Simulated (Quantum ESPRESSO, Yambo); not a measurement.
# How the form of the self-energy moves the gap of KCl (Sylvite), part 2 of 2

How much does the gap of KCl (Sylvite) depend on the approximation to the self-energy?

Quantum ESPRESSO 7.5 and Yambo 5.3.0; PBE and many-body steps on it, plane waves. Known limits of the many-body steps: not at the basis limit.

So far. Step 2 (Empty states on the mesh, 4×4×4 mesh, 743 bands): On this mesh the gap is 5.190 eV. Step 4 (G0W0, Godby-Needs plasmon pole): The gap on the mesh goes from 5.19 eV to 8.19 eV, a correction of +3.00 eV.

### 5. One-shot COHSEX

This step: one-shot COHSEX on PBE, plane waves, norm-conserving pseudopotentials.

Input file gw4.in:

```
HF_and_locXC
gw0
dyson
cohsex
em1s
rim_cut
RandQpts= 1000000
RandGvec= 1 RL
EXXRLvcs= 66 Ry
VXCRLvcs= 264 Ry
Chimod= "HARTREE"
% BndsRnXs
 1 | 307 |
%
NGsBlkXs= 17 Ry
% LongDrXs
 1 | 1 | 1 |
%
% GbndRnge
 1 | 307 |
%
DysSolver= "n"
ExtendOut
% QPkrange
 1 | 1 | 7 | 10 |
%
```

Started as:

```console
$ OMP_NUM_THREADS=1 mpirun -n 4 yambo -F gw4.in -J gw4 -C gw4 > gw4.log
```

Log:

```text
 Yambo, version 5.3.0

 [02] CORE Variables Setup
 =========================

  [... cell, symmetries and grids as in the set-up ...]

  [02.05] Energies & Occupations
  ==============================

  [X] === General ===
  [X] Electronic Temperature                        :  0.000000  0.000000 [eV K]
  [X] Bosonic    Temperature                        :  0.000000  0.000000 [eV K]
  [X] Finite Temperature mode                       : no
  [X] El. density                                   :  0.25681E+24 [cm-3]
  [X] Fermi Level                                   :  0.904510 [eV]

  [X] === Gaps and Widths ===
  [X] Conduction Band Min                           :  5.189547 [eV]
  [X] Valence Band Max                              :  0.000000 [eV]
  [X] Filled Bands                                  :   8
  [X] Empty Bands                                   :     9   743
  [X] Direct Gap                                    :  5.189547 [eV]
  [X] Direct Gap localized at k                     :  1
  [X] Indirect Gap                                  :  5.189547 [eV]
  [X] Indirect Gap between kpts                     :  1  1
  [X] Last valence band width                       :  0.471834 [eV]
  [X] 1st conduction band width                     :  2.840959 [eV]

 [03] Transferred momenta grid and indexing
 ==========================================

 IBZ Q-points                                      :   8
 BZ  Q-points                                      :   64

 K/Q-points units:
 rlu = crystal or reduced units; cc = cartesian coordinates; iku = interal k-units

 Q [1]          [rlu]:  0.000000  0.000000  0.000000
 Q [2]          [rlu]: -0.15791E-17 -0.15791E-17  0.25000
 Q [3]          [rlu]:  0.17883E-18  0.17883E-18 -0.50000
[...]
BZ Q point size factor                           : -1.000000
  X Optical Averaged directions                    : none

 [07] Local Exchange-Correlation + Non-Local Fock
 ================================================

 [VXC] Plane waves :  30467
 [EXS] Plane waves :   3943

 QP @ state[ 1 ] K range:  1  1
 QP @ state[ 1 ] b range:   7  10

 [xc] Functional : Perdew, Burke & Ernzerhof(X)+Perdew, Burke & Ernzerhof(C)
 [xc] LIBXC used to calculate xc functional
  PP Number of Atomic Species                      :  2
  NLCC RL compoments                               :  30467
  PP Number of Atomic Species                      :  2
  NLCC RL compoments                               :  30467

 [xc] E_xc :  -7.315493 [Ha]
      E_xc :  -14.63099 [Ry]

  Local XC kind (lXC) : Perdew, Burke & Ernzerhof(X)+Perdew, Burke & Ernzerhof(C)
  Non-Local XC kind (nlXC) : Hartree-Fock

  Corrections @ K [1] :  [eV]
 <7|nlXC|7> = -18.61843  0.36386E-17 <7|lXC|7> = -14.14755  0.000000
 <8|nlXC|8> = -18.61839  0.63390E-17 <8|lXC|8> = -14.14755 -0.75527E-15
 <9|nlXC|9> = -3.270736  0.26382E-18 <9|lXC|9> = -6.954806 -0.18882E-15
 <10|nlXC|10> = -4.064588  0.12840E-17 <10|lXC|10> = -8.956462  0.47204E-16

 [08] Dyson equation: Newton solver
 ==================================

 [Newton] Sc step       :  0.100000 [eV]
 [Newton] Sc steps      :  1

  [08.01] G0W0 (COHSEX)
  =====================

  [  GW  ] Bands range     :   1  10

  QP @ state[ 1 ] K range:  1  1
  QP @ state[ 1 ] b range:   7  10

   Sc Empty Bands                                   : no
   Sc bands terminator                              : no
   Sx RL components                                 :   3943

   QP @ state[ 1 ] K range                          :  1  1
   QP @ state[ 1 ] b range                          :   7  10
   GF WF`s kind                                     : Perdew, Burke & Ernzerhof(X)+Perdew, Burke & Ernzerhof(C)
   Xs energies kind                                 : Perdew, Burke & Ernzerhof(X)+Perdew, Burke & Ernzerhof(C)
   Xs WF`s kind                                     : Perdew, Burke & Ernzerhof(X)+Perdew, Burke & Ernzerhof(C)

 [11] Game Over & Game summary
```

It took 5.7 min on 4 MPI ranks of Intel Xeon Platinum 8259CL at 2.50GHz (Skylake/Cascade Lake), shared host; peak memory 2.1 GiB; 23 min of CPU time.

This step gave:

```yaml
quasiparticle_gap_on_the_points_computed: 10.18 eV
starting_gap_on_the_mesh: 5.190 eV
k_of_the_valence_top: 0, 0, 0
k_of_the_conduction_bottom: 0, 0, 0
least_direct_quasiparticle_gap_on_the_computed_points: 10.18 eV
z_at_the_valence_top: 1
z_at_the_conduction_bottom: 1
```

Against G0W0 in Yambo (4×4×4 mesh, 307 bands, screening to 231.3 eV, Godby-Needs plasmon pole), the gap moves by +1.993 eV.

### 6. One-shot Hartree-Fock

This step: one-shot Hartree-Fock on PBE, plane waves, norm-conserving pseudopotentials.

Input file gw5.in:

```
HF_and_locXC
rim_cut
RandQpts= 1000000
RandGvec= 1 RL
EXXRLvcs= 66 Ry
VXCRLvcs= 264 Ry
% QPkrange
 1 | 1 | 7 | 10 |
%
```

Started as:

```console
$ OMP_NUM_THREADS=1 mpirun -n 4 yambo -F gw5.in -J gw5 -C gw5 > gw5.log
```

Log:

```text
 Yambo, version 5.3.0

 [02] CORE Variables Setup
 =========================

  [... cell, symmetries and grids as in the set-up ...]

  [02.05] Energies & Occupations
  ==============================

  [X] === General ===
  [X] Electronic Temperature                        :  0.000000  0.000000 [eV K]
  [X] Bosonic    Temperature                        :  0.000000  0.000000 [eV K]
  [X] Finite Temperature mode                       : no
  [X] El. density                                   :  0.25681E+24 [cm-3]
[...]
NLCC RL compoments                               :  30467
  PP Number of Atomic Species                      :  2
  NLCC RL compoments                               :  30467

 [xc] E_xc :  -7.315493 [Ha]
      E_xc :  -14.63099 [Ry]

  Local XC kind (lXC) : Perdew, Burke & Ernzerhof(X)+Perdew, Burke & Ernzerhof(C)
  Non-Local XC kind (nlXC) : Hartree-Fock

  Corrections @ K [1] :  [eV]
 <7|nlXC|7> = -18.61843  0.36386E-17 <7|lXC|7> = -14.14755  0.000000
 <8|nlXC|8> = -18.61839  0.63390E-17 <8|lXC|8> = -14.14755 -0.75527E-15
 <9|nlXC|9> = -3.270736  0.26382E-18 <9|lXC|9> = -6.954806 -0.18882E-15
 <10|nlXC|10> = -4.064588  0.12840E-17 <10|lXC|10> = -8.956462  0.47204E-16

 [08] Game Over & Game summary
```

Wall time 5.1 s (4 MPI ranks); peak memory 1.4 GiB.

This step gave:

```
quasiparticle gap on the mesh                         : 13.34 eV
starting gap on the mesh                              : 5.190 eV
k of the valence top                                  : 0, 0, 0
k of the conduction bottom                            : 0, 0, 0
least direct quasiparticle gap on the computed points : 13.34 eV
```

Against G0W0 in Yambo (4×4×4 mesh, 307 bands, screening to 231.3 eV, Godby-Needs plasmon pole), the gap moves by +5.154 eV.

### 7. The runs together

Times are wall times on 4 MPI ranks of Intel Xeon Platinum 8259CL at 2.50GHz (Skylake/Cascade Lake), shared host, good to a factor of about two.

```
                           run   mesh  bands  screening cutoff (eV)  DFT gap (eV)  gap on the mesh (eV)  direct (eV)     time
G0W0, Godby-Needs plasmon pole  4×4×4    307                  231.3         5.190                 8.190        8.190   10 min
               one-shot COHSEX  4×4×4    307                  231.3         5.190                10.184       10.184  5.7 min
         one-shot Hartree-Fock  4×4×4      -                      -         5.190                13.344       13.344    5.1 s
```

### 8. What came out

| Item | Value |
| --- | --- |
| G0W0, Godby-Needs plasmon pole | 8.190 eV |
| one-shot COHSEX | 10.184 eV |
| one-shot Hartree-Fock | 13.344 eV |
| known limits | not at the basis limit |

What this shows: One-shot COHSEX: +1.993 eV against G0W0, Godby-Needs plasmon pole. One-shot Hartree-Fock: +5.154 eV against G0W0, Godby-Needs plasmon pole. Bare exchange alone opens the gap to 13.34 eV; against G0W0, correlation takes back 5.15 eV. Static COHSEX lies above G0W0: it lacks the factor Z and overstates the Coulomb hole of the filled states. Bands and cutoff are finite, so the gap is not at the basis limit. The miss can reach some tenths of an eV and take either sign; the mesh is an error of its own.

[Paths, hosts, dates, memory and timing lines, banners, echoed tables and standing remarks are left out of the program output.]

[Logs are printed without paths, hosts, clocks, repeated set-up lines and the standing remarks that a program may print on its own settings, such as how far it seeks lower states.]

[Runs of the session that timed out or met a known fault of the program may be left out.]

[Hosts, paths, dates, database ids (printed as entryN), source tags and the programs' standing remarks are cut or masked in the printed files.]
